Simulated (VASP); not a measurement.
# Nb3Sn (Pm-3n) in VASP: settings compared, part 2 of 2

VASP 6.6.1. Earlier steps stand in the parts before.

### 4 Relaxation of cell and atoms, PBEsol

Input file INCAR:

```
PREC = Accurate
ENCUT = 600
EDIFF = 1E-6
ISMEAR = 1
SIGMA = 0.1
LREAL = False
LASPH = True
NELM = 80
ALGO = Normal
ISIF = 3
LWAVE = False
LCHARG = False
GGA = PS
IBRION = 2
NSW = 90
EDIFFG = -0.01
KPAR = 2
```

Input file KPOINTS:

```
Automatic mesh
0
Gamma
  8 8 8
```

Input file POSCAR:

```
Nb3Sn
1.0
    5.2821000000      0.0000000000      0.0000000000
    0.0000000000      5.2821000000      0.0000000000
    0.0000000000      0.0000000000      5.2821000000
Nb Sn
6 2
Direct
    0.2500000000      0.0000000000      0.5000000000
    0.5000000000      0.7500000000      0.0000000000
    0.7500000000      0.0000000000      0.5000000000
    0.5000000000      0.2500000000      0.0000000000
    0.0000000000      0.5000000000      0.7500000000
    0.0000000000      0.5000000000      0.2500000000
    0.0000000000      0.0000000000      0.0000000000
    0.5000000000      0.5000000000      0.5000000000
```

Command:

```console
> cat potpaw_PBE.64/Nb_sv/POTCAR potpaw_PBE.64/Sn_d/POTCAR > POTCAR
> mpirun -np 2 vasp_std > vasp.out
```

It took 7.7 min on 2 MPI ranks of Intel Xeon Platinum 8488C (Sapphire Rapids), shared host; peak memory 0.46 GiB.

The run converged. Its results:

* Free energy: -75.9325 eV
* Relaxed volume: 18.16 Å³/atom
* Relaxed cell: a = 5.257 Å, b = 5.257 Å, c = 5.257 Å, α = 90.00°, β = 90.00°, γ = 90.00°
* Space group after relaxing (to 0.05 Å): Pm-3n (No. 223)
* Energy gained by relaxing: 2.1 meV/atom
* Ionic steps: 3
* Pressure after relaxing: 0.0 GPa
* Band gap on the k mesh: none (metal or under the smearing width)

Step by step:
| step | energy change (eV) | largest force (eV/Å) | pressure (GPa) | volume (Å³) |
| --- | --- | --- | --- | --- |
| 1 | 0.0000 | 0.0000 | -2.47 | 147.37 |
| 2 | 0.0428 | 0.0000 | 5.03 | 141.40 |
| 3 | -0.0165 | 0.0000 | -0.03 | 145.28 |

Final structure:
```
Nb Sn
1.0
     5.25700    0.00000    0.00000
     0.00000    5.25700    0.00000
     0.00000    0.00000    5.25700
Nb Sn
6 2
Direct
  0.25000 0.00000 0.50000
  0.50000 0.75000 0.00000
  0.75000 0.00000 0.50000
  0.50000 0.25000 0.00000
  0.00000 0.50000 0.75000
  0.00000 0.50000 0.25000
  0.00000 0.00000 0.00000
  0.50000 0.50000 0.50000
```

Levels at points of the mesh, in eV from the Fermi level:
```csv
k point,band 50,band 51,band 52,band 53,band 54,band 55,band 56,band 57
"(0.00, 0.00, 0.00)",-0.55,-0.55,-0.55,-0.06,-0.06,2.43,2.43,2.43
"(0.50, 0.00, 0.00)",-1.04,-0.86,-0.86,-0.36,-0.36,1.57,1.57,2.23
"(0.50, 0.50, 0.00)",0.11,0.16,0.16,0.22,0.59,0.66,0.66,0.78
"(0.50, 0.50, 0.50)",0.03,0.03,0.03,0.15,0.15,0.15,0.15,0.15
```

Caveat: the PAW data sets were made with another functional, which shifts forces and pressure a little.

### 5 Relaxation of cell and atoms, PBEsol

This run uses another cell than the first one, of 18.16 Å³/atom, 0.986 times its volume.

Changes to INCAR since step 4:

```diff
@@ -2,3 +2,3 @@
 ENCUT = 600
-EDIFF = 1E-6
+EDIFF = 1E-7
 ISMEAR = 1
@@ -15,3 +15,3 @@
 NSW = 90
-EDIFFG = -0.01
+EDIFFG = -0.005
 KPAR = 2
```

KPOINTS is that of step 4.

Input file POSCAR:

```
Nb3Sn                                   
1.0
    5.2569992892      0.0000000000     -0.0000000000
   -0.0000000000      5.2569992892      0.0000000000
    0.0000000000     -0.0000000000      5.2569992892
  Nb              Sn            
     6     2
Direct
     0.2500000000000000    0.0000000000000000    0.5000000000000000
     0.5000000000000000    0.7500000000000000    0.0000000000000000
     0.7500000000000000    0.0000000000000000    0.5000000000000000
     0.5000000000000000    0.2500000000000000    0.0000000000000000
     0.0000000000000000    0.5000000000000000    0.7500000000000000
     0.0000000000000000    0.5000000000000000    0.2500000000000000
     0.0000000000000000    0.0000000000000000    0.0000000000000000
     0.5000000000000000    0.5000000000000000    0.5000000000000000
```

Potentials or basis: VASP PAW PBE potentials, release 64 (Nb_sv, Sn_d).

Command:

```console
> cat potpaw_PBE.64/Nb_sv/POTCAR potpaw_PBE.64/Sn_d/POTCAR > POTCAR
> mpirun -np 2 vasp_std > vasp.out
```

OUTCAR:

```text
PREC = Accurate
   ENCUT = 600
   EDIFF = 1E-7
   ISMEAR = 1
   LREAL = False
   LASPH = True
   NELM = 80
   ISIF = 3
   GGA = PS
   IBRION = 2
   NSW = 90
   EDIFFG = -0.005

 ion  position               nearest neighbor table
   1  0.250  0.000  0.500-   3 2.63   3 2.63   8 2.94   7 2.94   8 2.94   7 2.94
   2  0.500  0.750  0.000-   4 2.63   4 2.63   8 2.94   8 2.94   7 2.94   7 2.94
   3  0.750  0.000  0.500-   1 2.63   1 2.63   8 2.94   7 2.94   8 2.94   7 2.94
   4  0.500  0.250  0.000-   2 2.63   2 2.63   8 2.94   8 2.94   7 2.94   7 2.94
   5  0.000  0.500  0.750-   6 2.63   6 2.63   8 2.94   7 2.94   7 2.94   8 2.94
   6  0.000  0.500  0.250-   5 2.63   5 2.63   8 2.94   7 2.94   7 2.94   8 2.94
   7  0.000  0.000  0.000-   1 2.94   2 2.94   3 2.94   4 2.94   5 2.94   6 2.94   1 2.94   3 2.94
                             5 2.94   6 2.94   2 2.94   4 2.94
   8  0.500  0.500  0.500-   1 2.94   2 2.94   3 2.94   4 2.94   5 2.94   6 2.94   2 2.94   4 2.94
                             1 2.94   3 2.94   5 2.94   6 2.94

  LATTYP: Found a simple cubic cell.
 ALAT       =     5.2569992892

  Lattice vectors:

 A1 = (   5.2569992892,   0.0000000000,   0.0000000000)
 A2 = (   0.0000000000,   5.2569992892,   0.0000000000)
 A3 = (   0.0000000000,   0.0000000000,   5.2569992892)

Analysis of symmetry for initial positions (statically):
=====================================================================
 Subroutine PRICEL returns:
 Original cell was already a primitive cell.

 Routine SETGRP: Setting up the symmetry group for a
 simple cubic supercell.

 Subroutine GETGRP returns: Found 48 space group operations
 (whereof 24 operations were pure point group operations)
 out of a pool of 48 trial point group operations.

The static configuration has the point symmetry T_h .
 The point group associated with its full space group is O_h .

Analysis of symmetry for dynamics (positions and initial velocities):
[... 146 lines left out ...]
  Fermi-wavevector in a.u.,A,eV,Ry     =   1.473801  2.785080 29.553073  2.172090
  Thomas-Fermi vector in A             =   2.588650
   LORBIT       =      0    0 simple, 1 ext, 2 COOP (PROOUT), +10 PAW based schemes
   GGA     = PS    functional components
   LHFCALC =     F    Hartree Fock is set to
   AEXX    =    0.0000 exact exchange contribution
   IVDW    =     0    specifies the selected vdW correction
   LEPSILON=     F    determine dielectric tensor
   LRPA    =     F    only Hartree local field effects (RPA)
 conjugate gradient relaxation of ions
 non-spin polarized calculation
 Methfessel and Paxton  Order N= 1 SIGMA  =   0.10
  energy-cutoff  :      600.00
  volume of cell :      145.28
 maximum number of plane-waves:      4945
 NGX is ok and might be reduce to    42
   NGX = 21   NGY = 21   NGZ = 21

 number of electron     106.0000020 magnetization

 Free energy of the ion-electron system (eV)
  ---------------------------------------------------
  ext. energy  EPLUGINS =         0.00000000
  ---------------------------------------------------
  free energy    TOTEN  =       -75.93158466 eV

  energy without entropy =      -75.91931965  energy(sigma->0) =      -75.92749632

 E-fermi :  11.5007     XC(G=0): -12.5723

 val. band max:       11.4997527324   @ k =   0.5000   0.3750   0.3750
 cond. band min:      11.5022561806   @ k =   0.3750   0.1250   0.0000
 fundamental gap:      0.0025034482
 Fermi energy:        11.5006610840

 k-point     1 :       0.0000    0.0000    0.0000
  band No.  band energies     occupation
      1     -42.9426      2.00000
      2     -42.8639      2.00000
      3     -42.8639      2.00000
      4     -42.6280      2.00000
      5     -42.6280      2.00000
      6     -42.6280      2.00000
[... 1573 lines left out ...]
     62      14.1296      0.00000
     63      14.2202      0.00000

 [... further k-points ...]
[... 5 lines left out ...]
  --------------------------------------------------------------------------------------
  -------------------------------------------------------------------------------------
  Total       -0.0194879     -0.0194879     -0.0194879      0.0000000      0.0000000      0.0000000
  in kB       -0.2149128     -0.2149128     -0.2149128      0.0000000      0.0000000      0.0000000
  external PRESSURE =      -0.2149128 kB  Pullay stress =       0.0000000 kB

 VOLUME and BASIS-vectors are now :
 -----------------------------------------------------------------------------
  energy-cutoff  :      600.00
  volume of cell :      145.28
      direct lattice vectors                 reciprocal lattice vectors
     5.256999289  0.000000000  0.000000000     0.190222586  0.000000000  0.000000000
     0.000000000  5.256999289  0.000000000     0.000000000  0.190222586  0.000000000
     0.000000000  0.000000000  5.256999289     0.000000000  0.000000000  0.190222586

 POSITION                                       TOTAL-FORCE (eV/Angst)
 -----------------------------------------------------------------------------------
      1.31425      0.00000      2.62850        -0.000000      0.000000      0.000000
      2.62850      3.94275      0.00000        -0.000000      0.000000      0.000000
      3.94275      0.00000      2.62850         0.000000     -0.000000      0.000000
      2.62850      1.31425      0.00000         0.000000     -0.000000     -0.000000
      0.00000      2.62850      3.94275         0.000000     -0.000000      0.000000
      0.00000      2.62850      1.31425        -0.000000      0.000000     -0.000000
      0.00000      0.00000      0.00000         0.000000      0.000000     -0.000000
      2.62850      2.62850      2.62850         0.000000      0.000000     -0.000000
 -----------------------------------------------------------------------------------
    total drift:                                0.000000     -0.000000     -0.000000

  FREE ENERGIE OF THE ION-ELECTRON SYSTEM (eV)
  ---------------------------------------------------
  free  energy   TOTEN  =       -75.9315846552 eV

  energy  without entropy=      -75.9193196474  energy(sigma->0) =      -75.92749632

 reached required accuracy - stopping structural energy minimisation
```

It took 3.3 min on 2 MPI ranks of Intel Xeon Platinum 8488C (Sapphire Rapids), shared host; peak memory 0.44 GiB.

Results:

```
Free energy             : -75.9316 eV
Pressure after relaxing : 0.0 GPa
Band gap on the k mesh  : none (metal or under the smearing width)
```

Final structure:
```cif
data_structure
_symmetry_space_group_name_H-M 'P 1'
_symmetry_Int_Tables_number 1
_cell_length_a 5.2570
_cell_length_b 5.2570
_cell_length_c 5.2570
_cell_angle_alpha 90.000
_cell_angle_beta 90.000
_cell_angle_gamma 90.000
_cell_volume 145.28
loop_
_atom_site_label
_atom_site_type_symbol
_atom_site_fract_x
_atom_site_fract_y
_atom_site_fract_z
_atom_site_occupancy
Nb1 Nb 0.25000 0.00000 0.50000 1
Nb2 Nb 0.50000 0.75000 0.00000 1
Nb3 Nb 0.75000 0.00000 0.50000 1
Nb4 Nb 0.50000 0.25000 0.00000 1
Nb5 Nb 0.00000 0.50000 0.75000 1
Nb6 Nb 0.00000 0.50000 0.25000 1
Sn1 Sn 0.00000 0.00000 0.00000 1
Sn2 Sn 0.50000 0.50000 0.50000 1
```

Levels at points of the mesh, in eV from the Fermi level:
| k point | band 51 | band 52 | band 53 | band 54 | band 55 | band 56 |
| --- | --- | --- | --- | --- | --- | --- |
| (0.00, 0.00, 0.00) | -0.55 | -0.55 | -0.06 | -0.06 | 2.43 | 2.43 |
| (0.50, 0.00, 0.00) | -0.86 | -0.86 | -0.36 | -0.36 | 1.57 | 1.57 |
| (0.50, 0.50, 0.00) | 0.16 | 0.16 | 0.22 | 0.59 | 0.66 | 0.66 |
| (0.50, 0.50, 0.50) | 0.03 | 0.03 | 0.15 | 0.15 | 0.15 | 0.15 |

Caveat: the relaxation stopped at its first step, so nothing moved; the PAW data sets were made with another functional, which shifts forces and pressure a little.
